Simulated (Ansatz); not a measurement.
# Al2O3: the cost of one run

Computed with Ansatz 0.2.0 (DFT PBE+D3(BJ), scalar-relativistic, plane waves, PAW, unless a step's input says otherwise).

## Step 1: Starting point

The structure is trigonal, space group P-3m1 (No. 164). The conventional cell has a = 3.017 Å, b = 3.017 Å, c = 7.575 Å, α = 90.00°, β = 90.00°, γ = 120.00°. Al (site symmetry 3m) is surrounded by 4 O at 1.68 to 1.84 Å. Around O (site symmetry 3m) lie 3 Al at 1.84 Å. O (site symmetry -3m) has 2 Al at 1.68 Å as nearest neighbours.

Coordinates:

```
CELL_PARAMETERS angstrom
3.01748 0.00000 0.00000
-1.50874 2.61322 0.00000
0.00000 0.00000 7.57464
ATOMIC_POSITIONS crystal
Al 0.00000 0.00000 0.27795
Al 0.00000 0.00000 0.72205
O 0.33333 0.66667 0.19945
O 0.66667 0.33333 0.80055
O 0.00000 0.00000 0.50000
```

The structure comes from the Materials Project (structure only).

## Step 2: Probe: one point at the start

Contents of input.yaml:

```yaml
crystal:
  lattice:
    - [3.017482544, 0.0, 0.0]
    - [-1.508741272, 2.6132165386, 0.0]
    - [0.0, 0.0, 7.5746360022]
  atoms:
    - { symbol: Al, position: [0.0, 0.0, 0.277951] }
    - { symbol: Al, position: [0.0, 0.0, 0.722049] }
    - { symbol: O, position: [0.33333333, 0.66666667, 0.199454] }
    - { symbol: O, position: [0.66666667, 0.33333333, 0.800546] }
    - { symbol: O, position: [0.0, 0.0, 0.5] }
basis:
  ecutwfc: 420
kpoints:
  mp_grid: { grid: [9, 9, 4] }
hamiltonian:
  xc: pbe
  dispersion: d3bj
scf:
  occupations: { method: gaussian, width: 0.1 }
output:
  forces: true
  stress: true
  eigenvalues: true
```

Q: Estimate wall time and peak memory on 1 thread of an Arm CPU, shared host.

About 1.9 s, with a peak of 0.31 GiB.
